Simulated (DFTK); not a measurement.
# Ag (Fm-3m) in DFTK: notebook, part 2 of 2

DFTK 0.8.2. The steps go on from the part before.

## (6) Relaxation of cell and atoms, BLYP

File run.jl:

```julia
using DFTK
using PseudoPotentialData
using Unitful, UnitfulAtomic
using LinearAlgebra, Printf
include("save.jl")
disable_threading()

# lattice vectors are the columns
lattice = austrip(1u"Å") * [           0.0        2.04275        2.04275;
                  2.04275            0.0        2.04275;
                  2.04275        2.04275            0.0]
symbols   = [:Ag]
positions = [[0.0, 0.0, 0.0]]
pseudopotentials = Dict(:Ag => "Ag.upf")
elements = Dict(s => ElementPsp(s, pseudopotentials; rcut=10.0) for s in unique(symbols))
atoms    = [elements[s] for s in symbols]

build_model(lattice, positions; symmetries=true) =
    model_DFT(lattice, atoms, positions;
              functionals=[:gga_x_b88, :gga_c_lyp],
              temperature=austrip(0.05u"eV"),
              smearing=Smearing.FermiDirac(),
              kinetic_blowup=BlowupCHV(),
              symmetries)
Ecut  = 52.0  # hartree
kgrid = [8, 8, 8]
tol   = 1e-6
to_GPa = ustrip(uconvert(u"GPa", 1u"hartree/bohr^3"))

model0 = build_model(lattice, positions)
model  = model0
basis0 = PlaneWaveBasis(model; Ecut, kgrid)
display(basis0)
results["steps"] = []
previous = Ref{Any}(nothing)
n = 1
w = 3sqrt(n)  # weight of the strain variables
unpack(x) = (DFTK.voigt_strain_to_full(x[3n+1:end] / w) * lattice, [lattice \ x[3i-2:3i] for i in 1:n])

function energy_gradient(x)
    cell, pos = unpack(x)
    model = build_model(cell, pos; symmetries=model0.symmetries)
    basis = PlaneWaveBasis(model; Ecut, kgrid, basis0.fft_size)
    ρ0 = isnothing(previous[]) ? guess_density(basis) : previous[].ρ * previous[].basis.dvol / basis.dvol
    scfres = self_consistent_field(basis;
                                   tol,
                                   ρ=ρ0,
                                   nbandsalg=AdaptiveBands(model; n_bands_converge=14),
                                   callback=identity)
    previous[] = scfres
    forces = compute_forces_cart(scfres)
    G = -vcat([lattice' \ (cell' * f) for f in forces]...)
    stress = compute_stresses_cart(scfres)
    σ = stress / DFTK.voigt_strain_to_full(x[3n+1:end] / w)'
    G = vcat(G, model.unit_cell_volume * DFTK.full_stress_to_voigt((σ + σ') / 2) / w)
    @printf "step %3d  F = %.8f Ha  max force = %.5f eV/Å  p = %8.4f GPa  V = %.4f Å^3  SCF %d\n" length(results["steps"]) scfres.energies.total ustrip(auconvert(u"eV/Å", maximum(norm, forces))) (-tr(stress) / 3 * to_GPa) ustrip(auconvert(u"Å^3", model.unit_cell_volume)) scfres.n_iter
    push!(results["steps"], Dict("total" => scfres.energies.total, "cell" => rows(eachcol(cell)), "frac" => rows(pos), "forces" => rows(forces), "n_iter" => scfres.n_iter, "stress" => rows(eachrow(stress))))
    scfres.energies.total, G
end

x0 = vcat([lattice * p for p in positions]..., zeros(6))
gtol = 2e-4
function bfgs(x; maxsteps, maxmove=0.3)
    H = Matrix(0.3I, length(x), length(x))  # start Hessian, hartree/bohr^2
    _, g = energy_gradient(x)
    for step in 1:maxsteps
        maximum(abs, g) < gtol && return x, true
        λ, V = eigen(Symmetric(H))
        dx = -V * ((V' * g) ./ abs.(λ))
        dx *= min(1, maxmove / maximum(abs, dx))
        x += dx
        _, gnew = energy_gradient(x)
        dg, Hdx = gnew - g, H * dx
        H += dg * dg' / dot(dg, dx) - Hdx * Hdx' / dot(dx, Hdx)
        g = gnew
    end
    x, maximum(abs, g) < gtol
end
x, relaxed = bfgs(x0; maxsteps=30)
println(relaxed ? "Gradient converged" : "Stopped without reaching the gradient tolerance")
scfres = previous[]
cell, pos = unpack(x)
println("Final lattice vectors (Å)")
display(round.(ustrip.(auconvert.(u"Å", cell')); digits=6))
println("Final reduced positions")
foreach((s, p) -> println(s, "  ", round.(p; digits=6)), symbols, pos)
results["relaxed"] = relaxed
display(scfres.energies)
@printf "Fermi level: %.6f eV\n" ustrip(auconvert(u"eV", something(scfres.εF, NaN)))
forces = compute_forces_cart(scfres)
println("Forces (eV/Å)")
for (s, f) in zip(symbols, forces)
    @printf "%-3s %12.6f %12.6f %12.6f\n" s ustrip.(auconvert.(u"eV/Å", f))...
end
stress = compute_stresses_cart(scfres)
println("Stress (GPa)")
display(round.(stress * to_GPa; digits=4))
println("Levels at the first k-point (eV): ", round.(ustrip.(auconvert.(u"eV", scfres.eigenvalues[1][1:scfres.n_bands_converge])); digits=4))
save_scf!(scfres; forces, stress)
```

Potentials or basis: SG15 1.2 (PBE).

The run is started by

```sh
> julia --threads=1 run.jl  # save.jl only writes the numbers to a file and isn't shown; printed stress counts tension as positive; times include loading and compiling
```

The program printed:

```text
PlaneWaveBasis discretization:

    Ecut                 : 52.0 Ha
    fft_size             : (40, 40, 40), 64000 total points
    kgrid                : MonkhorstPack([8, 8, 8])
    num.   red. kpoints  : 512
    num. irred. kpoints  : 29

    Discretized Model(gga_x_b88+gga_c_lyp, 3D):
        lattice (in Bohr)    : [0         , 3.86024   , 3.86024   ]
                               [3.86024   , 0         , 3.86024   ]
                               [3.86024   , 3.86024   , 0         ]
        unit cell volume     : 115.05 Bohr³

        atoms                : Ag
        atom potentials      : ElementPsp(:Ag, "Ag.upf")

        num. electrons       : 19
        spin polarization    : none
        temperature          : 0.0018375 Ha
        smearing             : DFTK.Smearing.FermiDirac()

        terms                : Kinetic(, blowup=BlowupCHV())
                               AtomicLocal()
                               AtomicNonlocal()
                               Ewald(nothing)
                               PspCorrection()
                               Hartree()
                               Xc(gga_x_b88, gga_c_lyp)
                               Entropy()
step   0  F = -143.68211790 Ha  max force = 0.00000 eV/Å  p =  12.3084 GPa  V = 17.0481 Å^3  SCF 7
step   1  F = -143.68406018 Ha  max force = 0.00000 eV/Å  p =   6.2697 GPa  V = 17.9761 Å^3  SCF 8
step   2  F = -143.68494327 Ha  max force = 0.00000 eV/Å  p =   1.1752 GPa  V = 19.0522 Å^3  SCF 9
step   3  F = -143.68498389 Ha  max force = 0.00001 eV/Å  p =   0.1673 GPa  V = 19.3189 Å^3  SCF 7
step   4  F = -143.68498479 Ha  max force = 0.00262 eV/Å  p =   0.0069 GPa  V = 19.3639 Å^3  SCF 6
Gradient converged
Final lattice vectors (Å)
3×3 Matrix{Float64}:
 -0.0      2.13135   2.13135
  2.13135  0.0       2.13135
  2.13135  2.13135  -0.0
Final reduced positions
Ag  [-0.0, 0.0, 0.0]
Energy breakdown (in Ha):
    Kinetic             48.1032660
    AtomicLocal         -108.8047816
    AtomicNonlocal      -7.0985484
    Ewald               -102.7353834
    PspCorrection       4.9078056
    Hartree             35.3702671
    Xc                  -13.4275211
    Entropy             -0.0000889

    total               -143.684984793973
Fermi level: 8.441191 eV
Forces (eV/Å)
Ag     -0.002423    -0.000958    -0.000264
Stress (GPa)
3×3 StaticArraysCore.SMatrix{3, 3, Float64, 9} with indices SOneTo(3)×SOneTo(3):
 -0.0069  -0.0      0.0
 -0.0     -0.0069  -0.0
  0.0     -0.0     -0.0069
Levels at the first k-point (eV): [-83.0141, -46.6562, -46.6562, -46.6562, 1.8098, 4.1275, 4.1275, 4.1275, 4.9428, 4.9428, 24.8252, 27.2594, 27.2594, 27.2594]
```

Wall time 7.5 min (1 thread of Intel Xeon Platinum 8259CL at 2.50GHz (Skylake/Cascade Lake), shared host); peak memory 1.7 GiB.

Results:

```yaml
Free_energy: -3909.8676 eV
Relaxed_volume: 19.36 Å³/atom
Relaxed_cell: a = 3.014 Å, b = 3.014 Å, c = 3.014 Å, α = 60.00°, β = 60.00°, γ = 60.00°
Space_group_after_relaxing_to_0.05_Å: Fm-3m (No. 225)
Energy_gained_by_relaxing: 78.0 meV/atom
Ionic_steps: 5
Pressure_after_relaxing: 0.0 GPa
Band_gap_on_the_k_mesh: none (metal or under the smearing width)
```

The path:
| step | energy change (eV) | largest force (eV/Å) | pressure (GPa) | volume (Å³) |
| --- | --- | --- | --- | --- |
| 1 | 0.0000 | 0.0000 | 12.31 | 17.05 |
| 2 | -0.0529 | 0.0000 | 6.27 | 17.98 |
| 3 | -0.0769 | 0.0000 | 1.18 | 19.05 |
| 4 | -0.0780 | 0.0000 | 0.17 | 19.32 |
| 5 | -0.0780 | 0.0026 | 0.01 | 19.36 |

Final structure:
```xyz
1
Lattice="0.0000 2.1313 2.1313 2.1313 0.0000 2.1313 2.1313 2.1313 0.0000" Properties=species:S:1:pos:R:3 pbc="T T T"
Ag    0.0000    0.0000    0.0000
```

Levels at points of the mesh, in eV from the Fermi level:
```csv
k point,band 8,band 9,band 10,band 11,band 12,band 13
"(0.00, 0.00, 0.00)",-4.31,-3.50,-3.50,16.38,18.82,18.82
"(-0.50, 0.00, 0.00)",-2.86,-2.86,0.26,3.05,15.62,16.66
"(-0.50, -0.50, 0.00)",-2.69,-2.69,1.98,5.94,10.21,10.21
```

Caveat: the potentials were made for another functional, which shifts forces and pressure.

## (7) The reference run

An earlier run on the cell as given: functional PBEsol; potentials or basis dojo.nc.sr.pbesol.v0_4_1.standard.upf (PBEsol); cutoff 1116 eV; k mesh 11 × 11 × 11; occupations fermi-dirac, width 0.05 eV; no spin polarisation.

* Pressure: -3.1 GPa
* Band gap on the k mesh: none (metal or under the smearing width)

## (8) Overview

| level | gap on the mesh (eV) | pressure (GPa) | relaxed volume (Å³/atom) |
| --- | --- | --- | --- |
| LDA | none | -0.1 | 15.98 |
| PBE | none | 0.0 | 17.93 |
| PBEsol | none | 0.1 | 16.69 |
| RPBE | none | 0.1 | 18.89 |
| BLYP | none | 0.0 | 19.36 |

Alike in all rows: task relaxation of cell and atoms; potentials or basis SG15 1.2 (PBE); no spin polarisation; cell relaxed; k mesh 8 × 8 × 8; cutoff (eV) 1415; smearing fermi-dirac 0.05 eV.

Caveats: the potentials were made for another functional, which shifts forces and pressure (some runs).

Total energies depend on the potentials used, so only differences within one code and one set of settings carry meaning.
